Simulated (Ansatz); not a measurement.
## Energy ranking of BiS7 structures

The calculation used DFT PBE, scalar-relativistic, plane waves, PAW (Ansatz). All cells share a 420 eV cutoff and Γ-centred k meshes spaced at most about 0.3 Å⁻¹ (about 0.25 or finer for metals, 2π included). No spin polarisation.

Formation energies are uncorrected and refer to the elements' standard structures at the same level.

All energies are static (0 K, no zero-point motion). Larger cells and other orderings weren't all tried, so the list isn't exhaustive. Weakly bound directions are ill-defined at this level, which has no dispersion term (P1, P-3m1), and this can change margins and order among such cells. Spin–orbit coupling, which can matter for Bi, is left out. In P1, R-3, P-3m1, P4/m, P4/mmm an odd number of electrons in the primitive cell allows no gap without spin; a larger cell or a magnetic state could open one. The reference form of S is held partly by dispersion forces, which this level lacks.

Invented guesses were relaxed alike, and ends that match in structure were merged. ΔE counts from the first row. Coordination counts S atoms around Bi (those within 1.25 times the shortest such distance or 1.15 times the sum of covalent radii; a plus sign parts nearer from farther groups).

| # | reached from | type and space group | atoms | Å³/atom | coordination | ΔE (meV/atom) | gap on mesh (eV) |
| --- | --- | --- | --- | --- | --- | --- | --- |
| 1 | a relaxed cell, shaken at random and relaxed again | P1 (No. 1) | 8 | 34.3 | Bi 4 | 0 | 0.00 |
| 2 | random cell | R-3 (No. 148) | 8 | 25.7 | Bi 6 | 276 | 0.00 |
| 3 | random cell | P-3m1 (No. 164) | 8 | 24.8 | Bi 2 | 290 | 0.00 |
| 4 | random cell | P4/m (No. 83) | 8 | 23.0 | Bi 6 | 330 | 0.00 |
| 5 | random cell | P4/mmm (No. 123) | 8 | 20.3 | Bi 4+2 | 385 | 0.00 |

The lowest: Space group P1 (No. 1), triclinic, a = 6.461 Å, b = 6.665 Å, c = 6.858 Å, α = 73.9°, β = 77.1°, γ = 80.0°. Around Bi lie 4 S at 2.62–2.83 Å; S on its first site is surrounded by 2 S at 2.04–2.11 Å; S on its second site has 1 S at 2.00 Å and 1 Bi at 2.79 Å; S on its third site has 1 S at 2.07 Å and 1 Bi at 2.62 Å; S on its fourth site has 1 S at 2.04 Å and 1 Bi at 2.69 Å; 3 more sites not described. Its energy over the elements is +0.05 eV/atom. A positive value: parting into the elements would lower its energy. An observed structure of this formula, if there is one, may be missing.

```cif
data_structure
_symmetry_space_group_name_H-M 'P1'
_symmetry_Int_Tables_number 1
_cell_length_a 6.4613
_cell_length_b 6.6651
_cell_length_c 6.8580
_cell_angle_alpha 73.944
_cell_angle_beta 77.106
_cell_angle_gamma 80.047
_cell_volume 274.71
loop_
_atom_site_label
_atom_site_type_symbol
_atom_site_symmetry_multiplicity
_atom_site_Wyckoff_symbol
_atom_site_fract_x
_atom_site_fract_y
_atom_site_fract_z
_atom_site_occupancy
Bi1 Bi 1 a 0.46059 0.50233 0.52079 1
S1 S 1 a 0.28986 0.97405 0.61098 1
S2 S 1 a 0.89212 0.56507 0.40915 1
S3 S 1 a 0.46637 0.37842 0.91646 1
S4 S 1 a 0.56641 0.10482 0.48135 1
S5 S 1 a 0.02209 0.45181 0.66179 1
S6 S 1 a 0.53351 0.65073 0.96549 1
S7 S 1 a 0.26906 0.87276 0.93401 1
```

The second: Space group R-3 (No. 148), trigonal, a = 7.045 Å, c = 14.367 Å. Around Bi lie 6 S at 2.82 Å; around S on a site of symmetry 1 lie 1 S at 2.00 Å, 1 Bi at 2.82 Å and 1 S at 2.92 Å; S on a site of symmetry -3 has 6 S at 2.92 Å. Counting S atoms around Bi, the first has Bi 4 and the second has Bi 6. The first holds S–S units of three or more atoms (shortest 2.00 Å); the second holds S–S pairs (shortest 2.00 Å). Cells relaxed within their symmetry can be saddle points. Some structure types and database cells were kept out of the candidates from the start, so a known form may be missing.
